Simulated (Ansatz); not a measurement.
`FCC(F)(F)C(F)(F)F` + H–F → `FCC(F)(F)F` + trifluoromethane at 400 K and 1 bar (substitution at a C–C bond).

Gas-phase electronic energies from Ansatz, PBE0-D4/def2-TZVP geometries. CCSD(T)/CBS adds triple-zeta CCSD(T) − MP2 to the extrapolated MP2 energy (def2 sets, frozen cores). This one scheme is used for every species. One conformer a species, not always the lowest.

| species | CCSD(T)/CBS energy (Eh) | H − E (kJ/mol) | S (J/(mol·K)) |
| --- | --- | --- | --- |
| `FCC(F)(F)C(F)(F)F` | -714.09975 | 191.0 | 420.5 |
| H–F | -100.39570 | 36.5 | 182.2 |
| `FCC(F)(F)F` | -476.47126 | 146.0 | 343.0 |
| `FC(F)F` | -338.02896 | 84.0 | 275.7 |

H − E and S are ideal-gas, rigid-rotor, harmonic terms from PBE0-D4/def2-TZVP, for one conformer and one mirror image of each species. 1 Eh = 2625.50 kJ/mol, R = 8.31446 J/(mol·K).

Question: By hand: ΔE, ΔH, ΔS and ΔG.

Answer: ΔE = (-476.47126) + (-338.02896) − (-714.09975) − (-100.39570) = -0.00477 Eh = -12.5 kJ/mol. Δ(H − E) = 146.0 + 84.0 − 191.0 − 36.5 = 2.5, so ΔH = -10.0 kJ/mol. ΔS = 343.0 + 275.7 − 420.5 − 182.2 = 16.0 J/(mol·K). ΔG = -10.0 − 400 × (16.0)/1000 = -16.4 kJ/mol.

Question: By hand: the equilibrium constant, and the temperature at which ΔG would vanish if ΔH and ΔS stayed fixed.

Answer: log₁₀ K = −ΔG/(RT ln 10) = 2.1. ΔH and −TΔS have one sign here, so there is no such temperature.

TΔS isn't small against ΔH here. A doubt of 5 kJ/mol in ΔE shifts log₁₀ K by 0.7 here. Other conformers and mirror images would add mixing entropy, several J/(mol·K) or more a flexible species. These are equilibria of isolated gas molecules and say nothing of rates. Largest T1 diagnostic: 0.012 (customary marks: 0.02 for closed shells, 0.045 for open ones).
